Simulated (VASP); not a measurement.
# Y (P6_3/mmc) in VASP: notebook

One crystal, Y, is run at these levels: PBEsol; tasks: single point.

Program: VASP 6.6.1. These are calculated values, not measurements. Logs are shortened: lines on timing, memory, paths and dates and some standing lists are left out, and cuts for length are marked.

## (1) The structure

The structure is hexagonal, space group P6_3/mmc (No. 194). The conventional cell has a = 3.647 Å, b = 3.647 Å, c = 5.731 Å, α = 90.00°, β = 90.00°, γ = 120.00°. Y (site symmetry -6m2) has 12 Y at 3.56 to 3.65 Å as nearest neighbours.

## (2) Single point, PBEsol

File INCAR:

```
SYSTEM = Y
PREC = Low ; ENCUT = 550
EDIFF = 1E-6 ; ISMEAR = -1
SIGMA = 0.15 ; LREAL = .FALSE.
LASPH = .TRUE. ; NELM = 100
ALGO = Normal ; ISIF = 2
LWAVE = .FALSE. ; LCHARG = .FALSE.
GGA = PS ; ADDGRID = .FALSE.
```

File KPOINTS:

```
regular mesh
0
G
  12 12 7
  0 0 0
```

File POSCAR:

```
Y
1.0
    3.6474000000      0.0000000000      0.0000000000
   -1.8237000000      3.1587410578      0.0000000000
    0.0000000000      0.0000000000      5.7306000000
Y
2
Direct
    0.6666666667      0.3333333333      0.7500000000
    0.3333333333      0.6666666667      0.2500000000
```

Potentials or basis: VASP PAW PBE potentials, release 64 (Y_sv).

Launch:

```sh
> cat potpaw_PBE.64/Y_sv/POTCAR > POTCAR
> mpirun -np 1 vasp_std > vasp.out
```

OUTCAR:

```text
SYSTEM = Y
   PREC = Low
   ENCUT = 550
   EDIFF = 1E-6
   ISMEAR = -1
   LREAL = .FALSE.
   LASPH = .TRUE.
   NELM = 100
   ISIF = 2
   GGA = PS

 Found     76 irreducible k-points:

 Following reciprocal coordinates:
            Coordinates               Weight
  0.000000  0.000000  0.000000      1.000000
  0.083333  0.000000  0.000000      6.000000
  0.166667  0.000000  0.000000      6.000000
  0.250000  0.000000  0.000000      6.000000
  0.333333  0.000000  0.000000      6.000000
  0.416667  0.000000  0.000000      6.000000
   k-points           NKPTS =     76   k-points in BZ     NKDIM =     76   number of bands    NBANDS=     15
   number of dos      NEDOS =    301   number of ions     NIONS =      2
   total plane-waves  NPLWV =  20736
   dimension x,y,z NGX =    24 NGY =   24 NGZ =   36
   dimension x,y,z NGXF=    24 NGYF=   24 NGZF=   36
   ions per type =               2
   NGX,Y,Z   is equivalent  to a cutoff of  10.94, 10.94, 10.44 a.u.
   NGXF,Y,Z  is equivalent  to a cutoff of  10.94, 10.94, 10.44 a.u.
 SYSTEM =  Y
   PREC   = low       normal or accurate (medium, high low for compatibility)
   ISTART =      0    job   : 0-new  1-cont  2-samecut
   ICHARG =      2    charge: 1-file 2-atom 10-const
   ISPIN  =      1    spin polarized calculation?
   LNONCOLLINEAR =      F non collinear calculations
   LSORBIT =      F    spin-orbit coupling
   LASPH  =      T    aspherical Exc in radial PAW
   ENCUT  =  550.0 eV  40.42 Ry    6.36 a.u.   6.97  6.97 10.96*2*pi/ulx,y,z
   NELM   =    100;   NELMIN=  2; NELMDL= -5     # of ELM steps
   EDIFF  = 0.1E-05   stopping-criterion for ELM
   LREAL  =      F    real-space projection
   EDIFFG = 0.1E-04   stopping-criterion for IOM
   NSW    =      0    number of steps for IOM
   IBRION =     -1    ionic relax: 0-MD 1-quasi-New 2-CG
   NFREE  =      0    steps in history (QN), initial steepest desc. (CG)
   ISIF   =      2    stress and relaxation
   ISYM   =      2    0-nonsym 1-usesym 2-fastsym
   POTIM  = 0.5000    time-step for ionic-motion
   TEBEG  =    0.0;   TEEND  =   0.0 temperature during run
   PSTRESS=    0.0 pullay stress
   NELECT =      22.0000    total number of electrons
   NUPDOWN=      -1.0000    fix difference up-down
   EMIN   =  10.00;   EMAX   =-10.00  energy-range for DOS
   EFERMI =   0.00;   METHOD = LEGACY
   ISMEAR =    -1;   SIGMA  =   0.15  broadening in eV -4-tet -1-fermi 0-gaus
   EFERMI_NEDOS =   21; number of points for ismear=-14 and -15
   IALGO  =     38    algorithm
   IMIX   =      4    mixing-type and parameters
     AMIX     =   0.40;   BMIX     =  1.00
     AMIX_MAG =   1.60;   BMIX_MAG =  1.00
  volume/ion in A,a.u.               =      33.01       222.77
  Fermi-wavevector in a.u.,A,eV,Ry     =   1.134967  2.144777 17.526345  1.288150
  Thomas-Fermi vector in A             =   2.271671
   LORBIT       =      0    0 simple, 1 ext, 2 COOP (PROOUT), +10 PAW based schemes
   GGA     = PS    functional components
   LHFCALC =     F    Hartree Fock is set to
   AEXX    =    0.0000 exact exchange contribution
   IVDW    =     0    specifies the selected vdW correction
   LEPSILON=     F    determine dielectric tensor
   LRPA    =     F    only Hartree local field effects (RPA)
 non-spin polarized calculation
  energy-cutoff  :      550.00
  volume of cell :       66.02
 maximum number of plane-waves:      1951
   NGX = 13   NGY = 13   NGZ = 21

 number of electron      21.9999873 magnetization

 Free energy of the ion-electron system (eV)
  ---------------------------------------------------
  ext. energy  EPLUGINS =         0.00000000
  ---------------------------------------------------
  free energy    TOTEN  =       -13.74960476 eV

  energy without entropy =      -13.49611667  energy(sigma->0) =      -13.62286072

 E-fermi :   2.8624     XC(G=0):  -9.5132

 val. band max:        2.8619510359   @ k =   0.3333   0.0000   0.4286
 cond. band min:       2.8659743592   @ k =   0.2500   0.2500   0.4286
 fundamental gap:      0.0040233234
 Fermi energy:         2.8623814127

 k-point     1 :       0.0000    0.0000    0.0000
  band No.  band energies     occupation
      1     -39.7427      2.00000
      2     -39.6706      2.00000
      3     -20.0399      2.00000
      4     -19.5616      2.00000
      5     -19.5616      2.00000
      6     -19.4732      2.00000
      7     -19.4732      2.00000
      8     -19.4479      2.00000
      9      -1.8333      2.00000
     10       0.9974      1.99999
     11       3.7355      0.00591
     12       4.6030      0.00002
     13       4.6030      0.00002
     14       4.8846      0.00000
     15       5.2010      0.00000

 k-point     2 :       0.0833    0.0000    0.0000
  band No.  band energies     occupation
      1     -39.7393      2.00000
      2     -39.6694      2.00000
      3     -20.0276      2.00000
      4     -19.5865      2.00000
      5     -19.5701      2.00000
      6     -19.4995      2.00000
      7     -19.4765      2.00000
      8     -19.4537      2.00000
      9      -1.6858      2.00000
     10       1.1370      1.99998
     11       3.5854      0.01600
     12       4.2454      0.00020
     13       4.7400      0.00001
     14       5.0281      0.00000
     15       5.1569      0.00000
[... 41 lines left out ...]
      3     -19.8769      2.00000
      4     -19.8424      2.00000
      5     -19.7497      2.00000
      6     -19.6502      2.00000
      7     -19.5374      2.00000
      8     -19.5148      2.00000
      9       0.1266      2.00000
     10       2.0293      1.99228
     11       2.3940      1.91561
     12       2.9818      0.62175
     13       4.4123      0.00007
     14       4.4607      0.00005
     15       4.5657      0.00002

 k-point     6 :       0.4167    0.0000    0.0000
  band No.  band energies     occupation
      1     -39.6890      2.00000
      2     -39.6595      2.00000
      3     -19.9111      2.00000
      4     -19.8182      2.00000
      5     -19.8122      2.00000
      6     -19.6704      2.00000
      7     -19.5780      2.00000
      8     -19.5260      2.00000
      9       0.8228      2.00000
     10       1.8435      1.99776
     11       2.1394      1.98399
     12       2.8280      1.11420
     13       4.2940      0.00014
     14       4.3857      0.00008
     15       4.7447      0.00001

 [... further k-points ...]

------------------------ aborting loop because EDIFF is reached ----------------------------------------

  FORCE on cell =-STRESS in cart. coord.  units (eV):
  Direction    XX          YY          ZZ          XY          YZ          ZX
  --------------------------------------------------------------------------------------
  -------------------------------------------------------------------------------------
  Total       -0.7867745     -0.7867745     -0.8465887      0.0000000      0.0000000      0.0000000
  in kB      -19.0925234    -19.0925234    -20.5440245      0.0000000      0.0000000      0.0000000
  external PRESSURE =     -19.5763571 kB  Pullay stress =       0.0000000 kB

 VOLUME and BASIS-vectors are now :
 -----------------------------------------------------------------------------
  energy-cutoff  :      550.00
  volume of cell :       66.02
      direct lattice vectors                 reciprocal lattice vectors
     3.647400000  0.000000000  0.000000000     0.274167900  0.158290911  0.000000000
    -1.823700000  3.158741058  0.000000000     0.000000000  0.316581822  0.000000000
     0.000000000  0.000000000  5.730600000     0.000000000  0.000000000  0.174501797

 POSITION                                       TOTAL-FORCE (eV/Angst)
 -----------------------------------------------------------------------------------
      1.82370      1.05291      4.29795        -0.000000      0.000000      0.000000
     -0.00000      2.10583      1.43265         0.000000     -0.000000      0.000000
 -----------------------------------------------------------------------------------
    total drift:                               -0.000000      0.000000     -0.000000

  FREE ENERGIE OF THE ION-ELECTRON SYSTEM (eV)
  ---------------------------------------------------
  free  energy   TOTEN  =       -13.7496047601 eV

  energy  without entropy=      -13.4961166719  energy(sigma->0) =      -13.62286072
```

stdout:

```text
POSCAR found type information on POSCAR Y
 POSCAR found :  1 types and       2 ions
 scaLAPACK will be used
 -----------------------------------------------------------------------------
|                                                                             |
|                                                                             |
|     You enforced a specific xc type in the INCAR file but a different       |
|     I HOPE YOU KNOW WHAT YOU ARE DOING!                                     |
|                                                                             |
 -----------------------------------------------------------------------------

 LDA part: xc-table for (Slater+PW92), standard interpolation
 POSCAR, INCAR and KPOINTS ok, starting setup
 FFT: planning ... GRIDC
 FFT: planning ... GRID_SOFT
 FFT: planning ... GRID
 WAVECAR not read
 entering main loop
```

Wall time 41 s (1 thread of Intel Xeon Platinum 8488C (Sapphire Rapids), shared host); peak memory 0.18 GiB.

These settings aren't checked as converged: the numbers below hold their error.

Results:

```
Free energy            : -13.7496 eV
Pressure               : -2.0 GPa
Band gap on the k mesh : none (metal or under the smearing width)
```

Caveat: the PAW data sets were made with another functional, which shifts forces and pressure a little.

## (3) Single point, PBEsol

INCAR: that of step 2 with these lines changed.

```diff
@@ -1,3 +1,3 @@
 SYSTEM = Y
-PREC = Low ; ENCUT = 550
+PREC = Normal ; ENCUT = 550
 EDIFF = 1E-6 ; ISMEAR = -1
```

KPOINTS is that of step 2.

POSCAR is that of step 2.

Potentials or basis: VASP PAW PBE potentials, release 64 (Y_sv).

Launch:

```sh
> cat potpaw_PBE.64/Y_sv/POTCAR > POTCAR
> mpirun -np 1 vasp_std > vasp.out
```

Wall time 57 s (1 thread of Intel Xeon Platinum 8488C (Sapphire Rapids), shared host); peak memory 0.21 GiB.

These settings aren't checked as converged: the numbers below hold their error.

Results:

```
Free energy            : -13.7497 eV
Pressure               : -2.0 GPa
Band gap on the k mesh : none (metal or under the smearing width)
```

Caveat: the PAW data sets were made with another functional, which shifts forces and pressure a little.

## (4) Single point, PBEsol

File INCAR:

```
SYSTEM = Y
PREC = Accurate ; ENCUT = 550
EDIFF = 1E-6 ; ISMEAR = -1
SIGMA = 0.15 ; LREAL = Auto
LASPH = .TRUE. ; NELM = 100
ALGO = Normal ; ISIF = 2
LWAVE = .FALSE. ; LCHARG = .FALSE.
GGA = PS ; ADDGRID = .FALSE.
```

KPOINTS is that of step 3.

POSCAR is that of step 3.

Launch:

```sh
> cat potpaw_PBE.64/Y_sv/POTCAR > POTCAR
> mpirun -np 1 vasp_std > vasp.out
```

Run time: 2.3 min. Hardware: 1 thread of Intel Xeon Platinum 8488C (Sapphire Rapids), shared host; peak memory 0.22 GiB.

These settings aren't checked as converged: the numbers below hold their error.

What came out:

| Item | Value |
| --- | --- |
| Free energy | -13.7494 eV |
| Pressure | -2.0 GPa |
| Band gap on the k mesh | none (metal or under the smearing width) |

Caveat: the PAW data sets were made with another functional, which shifts forces and pressure a little.

## (5) For comparison

An earlier run on the cell as given: functional PBE; potentials or basis VASP PAW PBE potentials, release 64 (Y_sv); cutoff 520 eV; k mesh 8 × 8 × 5; occupations fermi-dirac, width 0.05 eV; no spin polarisation.

* Pressure: -0.2 GPa
* Band gap on the k mesh: none (metal or under the smearing width)
